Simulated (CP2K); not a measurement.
Crystal: Au.

```
Au
1.0
     2.74841    0.00000    0.00000
     0.00000    2.74841    0.00000
     0.00000    0.00000    2.74841
Au
1
Direct
  0.50000 0.50000 0.50000
```

The cell was built by a generator and needn't be a form met in nature.

```yaml
Program: CP2K 2026.2
Task: single point
Functional: PBE
Potentials_or_basis: POTENTIAL_UZH Au GTH-PBE-q11; TZVP-MOLOPT-PBE-GTH basis
Density_cutoff: 6803 eV
k_mesh: 10 × 10 × 10
Occupations: fermi-dirac, width 0.05 eV
Spin: no spin polarisation
```

On this cell: pressure 3.8 GPa; band gap on the k mesh none (metal or under the smearing width).

The same run follows on a disturbed copy (cell strained at random at fixed volume):

```
Au
1.0
     2.80765    0.00000    0.00000
    -0.08446    2.66262    0.00000
    -0.00132   -0.04927    2.77710
Au
1
Direct
  0.48942 0.48341 0.48985
```

Problem. What changes?

Solution. The energy (extrapolated to zero smearing) moves by +26.4 meV/atom; pressure 4.5 GPa; band gap on the k mesh none (metal or under the smearing width).

Stress tensor (GPa, compression positive):
```
-1.07 -0.97 -0.06
-0.97 13.70 -0.32
-0.06 -0.32  0.99
```

Caveats: the basis of atomic orbitals isn't converged, which shifts pressures, moduli and gaps.
